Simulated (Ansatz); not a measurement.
## Cu under changes of volume

One of the cells (11.456 Å³/atom); the others are scaled copies at fixed shape and fractional positions:

```
Cu
1.0
     2.53076    0.00000    0.00000
    -1.26538    2.19171    0.00000
     0.00000    0.00000    8.26182
Cu
4
Direct
  0.66667 0.33333 0.75000
  0.00000 0.00000 0.50000
  0.33333 0.66667 0.25000
  0.00000 0.00000 0.00000
```

This isn't the form of Cu at room conditions, which is fcc.

```yaml
Program: Ansatz 0.2.0
Functional: r2SCAN
Potentials_or_basis: Ansatz PAW
Cutoff: "500 eV (not typed: the program's choice for these potentials)"
k_mesh: 12 × 12 × 4
Occupations: fermi-dirac, width 0.05 eV
Spin: no spin polarisation
```

| volume (Å³/atom) | energy over the lowest point (meV/atom) | pressure (GPa) |
| --- | --- | --- |
| 10.769 | 23.23 | 11.6 |
| 10.998 | 9.81 | 7.2 |
| 11.227 | 2.29 | 3.4 |
| 11.456 | 0.00 | -0.1 |
| 11.686 | 2.34 | -3.1 |
| 11.915 | ? | ? |
| 12.144 | 18.82 | -8.2 |

What does the run at 11.915 Å³/atom give?

Energy over the lowest point 8.78 meV/atom; pressure -5.8 GPa.

Worked out: A Birch-Murnaghan fit of order 3 (a polynomial in V^(-2/3)) to the other rows has its minimum at 11.45 Å³/atom with B0 = V·E''(V) = 162 GPa and B' = 5.1 at fixed shape and positions, which overstates the stiffness. It gives 8.77 meV/atom at 11.915 Å³/atom, against the run's 8.78, and -dE/dV = -5.8 GPa, against -5.8.

Energies are extrapolated to zero smearing.

Caveats: the PAW data sets come from PBE, with cores solved anew for the run's functional, which leaves a small shift of forces and pressure.
